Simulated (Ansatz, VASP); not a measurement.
**KF in VASP and in Ansatz**

POSCAR

```
KF
1.0
    0.0000000000      2.6735000000      2.6735000000
    2.6735000000      0.0000000000      2.6735000000
    2.6735000000      2.6735000000      0.0000000000
K F
1 1
Direct
    0.0000000000      0.0000000000      0.0000000000
    0.5000000000      0.5000000000      0.5000000000
```

Contents of INCAR.step1:

```
SYSTEM = KF
PREC     = Accurate       ! precision mode
ENCUT    = 520            ! plane-wave cutoff, eV
ISMEAR   = 0              ! smearing method
SIGMA    = 0.05           ! smearing width, eV
LREAL    = .False.        ! projectors in reciprocal space
LASPH    = .True.         ! aspherical terms in the spheres
NELM     = 80             ! most SCF steps
NBANDS   = 15             ! bands
GGA      = PE             ! functional
ALGO     = Normal         ! electronic algorithm
EDIFF    = 1E-4           ! SCF threshold, eV
LWAVE    = .True.         ! write WAVECAR
LCHARG   = .False.        ! write CHGCAR
```

File INCAR.step2:

```
SYSTEM = KF
PREC     = Accurate       ! precision mode
ENCUT    = 520            ! plane-wave cutoff, eV
EDIFF    = 1E-6           ! SCF threshold, eV
ISMEAR   = 0              ! smearing method
SIGMA    = 0.05           ! smearing width, eV
LREAL    = .False.        ! projectors in reciprocal space
LASPH    = .True.         ! aspherical terms in the spheres
NELM     = 80             ! most SCF steps
ALGO     = Normal         ! electronic algorithm
ISIF     = 2              ! what is computed and relaxed
LWAVE    = .False.        ! write WAVECAR
LCHARG   = .True.         ! write CHGCAR
METAGGA  = R2SCAN         ! meta-GGA
LMIXTAU  = .True.       
LELF     = .True.         ! ELF
LVHAR    = .True.       
NBANDS   = 15             ! bands
ISTART   = 1
```

KPOINTS

```
regular mesh
0
Gamma
  8 8 8
  0 0 0
```

Input for Ansatz:

```yaml
crystal:
  lattice:
    - [0.0, 2.6735, 2.6735]
    - [2.6735, 0.0, 2.6735]
    - [2.6735, 2.6735, 0.0]
  atoms:
    - { symbol: K, position: [0.0, 0.0, 0.0] }
    - { symbol: F, position: [0.5, 0.5, 0.5] }
basis:
  ecutwfc: 500
kpoints:
  mp_grid: { grid: [8, 8, 8] }
hamiltonian:
  xc: r2scan
scf:
  occupations: { method: gaussian, width: 0.05 }
output:
  forces: true
  stress: true
  eigenvalues: true
```

Alike in both runs: task single point; functional r2SCAN; k mesh 8 × 8 × 8; occupations gaussian, width 0.05 eV; no spin polarisation.

|  | VASP | Ansatz |
| --- | --- | --- |
| version | VASP 6.6.1 | Ansatz 0.2.0 |
| potentials or method | VASP PAW PBE potentials, release 64 (K_sv, F) | scalar-relativistic, plane waves, PAW |
| plane-wave cutoff (eV) | 520 | 500 |
| valence electrons in the cell | 16 | 16 |

VASP gave:

```
gap on the k mesh at the Fermi level (eV) : 6.82
least direct gap on the mesh (eV)         : 6.82
pressure (GPa)                            : -0.6
```

Question: Which values does Ansatz return?

Answer: gap on the k mesh at the Fermi level (eV): 6.82; least direct gap on the mesh (eV): 6.82; pressure (GPa): -0.5.

Caveats: the PAW data sets were made with another functional, which shifts forces and pressure a little (VASP). r2SCAN opens gaps a little over a GGA but as a rule still falls short of measured ones. A k mesh can miss the band edges.
